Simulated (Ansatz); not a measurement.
# Mg12CO13: the cost of one run

Computed with Ansatz 0.2.0 (DFT PBE, scalar-relativistic, plane waves, PAW, unless a step's input says otherwise).

The COD cell was measured well above room temperature, so it is larger than a cold one.

14 further runs of the same task are left out: 14 set aside as unsound or not needed.

## (1) The starting structure

Symmetry: Cm, No. 8, monoclinic system. Conventional cell: a = 8.508 Å, b = 8.508 Å, c = 22.279 Å, α = 90.00°, β = 90.00°, γ = 90.00°. Around Mg (site symmetry 1) lie 5 O at 2.12 to 2.13 Å. Mg (site symmetry m) is surrounded by 5 O at 2.12 to 2.13 Å. O (site symmetry 1) has 5 Mg at 2.13 Å as nearest neighbours. O (site symmetry m) is surrounded by 5 Mg at 2.13 Å. Mg (site symmetry 1) is surrounded by 6 O at 2.13 to 2.15 Å. Around Mg (site symmetry m) lie 6 O at 2.13 to 2.15 Å. Only part of the 20 independent sites is listed.

Coordinates:

```cif
data_structure
_symmetry_space_group_name_H-M 'P 1'
_symmetry_Int_Tables_number 1
_cell_length_a 6.0158
_cell_length_b 6.0158
_cell_length_c 22.2791
_cell_angle_alpha 90.000
_cell_angle_beta 90.000
_cell_angle_gamma 90.000
_cell_volume 806.29
loop_
_atom_site_label
_atom_site_type_symbol
_atom_site_fract_x
_atom_site_fract_y
_atom_site_fract_z
_atom_site_occupancy
Mg1 Mg 0.25000 0.25000 0.17954 1
Mg2 Mg 0.25000 0.75000 0.17954 1
Mg3 Mg 0.75000 0.25000 0.17954 1
Mg4 Mg 0.75000 0.75000 0.17954 1
O1 O 0.00000 0.00000 0.17954 1
O2 O 0.00000 0.50000 0.17954 1
O3 O 0.50000 0.00000 0.17954 1
O4 O 0.50000 0.50000 0.17954 1
Mg5 Mg 0.00000 0.00000 0.27524 1
Mg6 Mg 0.00000 0.50000 0.27524 1
Mg7 Mg 0.50000 0.00000 0.27524 1
Mg8 Mg 0.50000 0.50000 0.27524 1
O5 O 0.25000 0.25000 0.27480 1
O6 O 0.25000 0.75000 0.27480 1
O7 O 0.75000 0.25000 0.27480 1
O8 O 0.75000 0.75000 0.27480 1
Mg9 Mg 0.25000 0.25000 0.36942 1
Mg10 Mg 0.25000 0.75000 0.36942 1
Mg11 Mg 0.75000 0.25000 0.36942 1
Mg12 Mg 0.75000 0.75000 0.36942 1
O9 O 0.00000 0.00000 0.37161 1
O10 O 0.00000 0.50000 0.37161 1
O11 O 0.50000 0.00000 0.37161 1
O12 O 0.50000 0.50000 0.37161 1
C1 C 0.62500 0.12500 0.45734 1
O13 O 0.75670 0.25670 0.47081 1
```

This is the geometry of the first run shown, built on a cell relaxed beforehand with the same method.

## (2) What is varied

Atoms count from 1 in the order of the input.

CO stands on one site of a rigid substrate at a fixed height and bond length while its axis is turned; the height is held at 1.91 Å.

- tilt of the C25-O26 axis from the surface normal: 7 values from 0 to 90 °
- azimuth of the C25-O26 axis from the diagonal of the surface cell: 12 values from 0 to 330 °, periodic

Nothing else is relaxed. Points are written as (first, second).

## (3) The run at (75°, 0°)

A dipole layer in the vacuum cancels the field that periodic copies would set up if the slab's two faces differ.

input.yaml reads:

```yaml
crystal:
  lattice:
    - [6.0158464379, 0.0, 0.0]
    - [0.0, 6.0158464379, 0.0]
    - [0.0, 0.0, 22.2790930483]
  atoms:
    - { symbol: Mg, position: [0.25, 0.25, 0.1795405222] }
    - { symbol: Mg, position: [0.25, 0.75, 0.1795405222] }
    - { symbol: Mg, position: [0.75, 0.25, 0.1795405222] }
    - { symbol: Mg, position: [0.75, 0.75, 0.1795405222] }
    - { symbol: O, position: [0.0, 0.0, 0.1795405222] }
    - { symbol: O, position: [0.0, 0.5, 0.1795405222] }
    - { symbol: O, position: [0.5, 0.0, 0.1795405222] }
    - { symbol: O, position: [0.5, 0.5, 0.1795405222] }
    - { symbol: Mg, position: [0.0, 0.0, 0.2752366241] }
    - { symbol: Mg, position: [0.0, 0.5, 0.2752366241] }
    - { symbol: Mg, position: [0.5, 0.0, 0.2752366241] }
    - { symbol: Mg, position: [0.5, 0.5, 0.2752366241] }
    - { symbol: O, position: [0.25, 0.25, 0.2748004204] }
    - { symbol: O, position: [0.25, 0.75, 0.2748004204] }
    - { symbol: O, position: [0.75, 0.25, 0.2748004204] }
    - { symbol: O, position: [0.75, 0.75, 0.2748004204] }
    - { symbol: Mg, position: [0.25, 0.25, 0.3694175027] }
    - { symbol: Mg, position: [0.25, 0.75, 0.3694175027] }
    - { symbol: Mg, position: [0.75, 0.25, 0.3694175027] }
    - { symbol: Mg, position: [0.75, 0.75, 0.3694175027] }
    - { symbol: O, position: [0.0, 0.0, 0.3716081723] }
    - { symbol: O, position: [0.0, 0.5, 0.3716081723] }
    - { symbol: O, position: [0.5, 0.0, 0.3716081723] }
    - { symbol: O, position: [0.5, 0.5, 0.3716081723] }
    - { symbol: C, position: [0.625, 0.125, 0.4573387717] }
    - { symbol: O, position: [0.7567012896, 0.2567012896, 0.4708146385] }
basis:
  ecutwfc: 420
kpoints:
  mp_grid: { grid: [5, 5, 1] }
hamiltonian:
  xc: pbe
scf:
  occupations: { method: gaussian, width: 0.05 }
output:
  forces: true
  eigenvalues: true
efield:
  axis: 3
  dipole_correction: true
  ramp_width: 0.04
```

Launch:

```sh
ansatz run input.yaml --threads 4 --pin off --max-ram 12288MiB --backend cpu --events-out ev --progress --plain --runs-dir out
```

Q: Estimate wall time and peak memory on 4 threads of Intel Xeon at 2.50GHz (Skylake/Cascade Lake), shared host.

About 72 s, with a peak of 2.4 GiB.
